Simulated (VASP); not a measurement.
CaO (Lime), 2 atoms in the cell. Symmetry: Fm-3m, No. 225, cubic system. The conventional cell has a = 4.838 Å, b = 4.838 Å, c = 4.838 Å, α = 90.00°, β = 90.00°, γ = 90.00°. Around Ca (site symmetry m-3m) lie 6 O at 2.42 Å. Around O (site symmetry m-3m) lie 6 Ca at 2.42 Å. 

```yaml
Program: VASP 6.6.1
Task: relaxation of cell and atoms
Functional: PBE
Potentials_or_basis: VASP PAW PBE potentials, release 64 (Ca_sv, O)
Cutoff: 600 eV
k_mesh: 10 × 10 × 10
Occupations: gaussian, width 0.03 eV
Spin: no spin polarisation
Further_INCAR_settings: ALGO = Normal; EDIFF = 1e-07; IBRION = 2; EDIFFG = -0.005; NSW = 90; ISIF = 3
```

Potentials or basis: VASP PAW PBE potentials, release 64 (Ca_sv, O).

The run is started by

```console
$ cat potpaw_PBE.64/Ca_sv/POTCAR potpaw_PBE.64/O/POTCAR > POTCAR
$ mpirun -np 1 vasp_std > vasp.out
```

Hardware: 1 thread of Intel(R) Xeon(R) Platinum 8559C (Emerald Rapids), on a shared host.

Estimate the wall time of this run.

Wall time 14 s on 1 thread of Intel(R) Xeon(R) Platinum 8559C (Emerald Rapids) (shared host), peak memory 0.17 GiB. Counts: scf iterations 15, k points 47, ion steps 1.
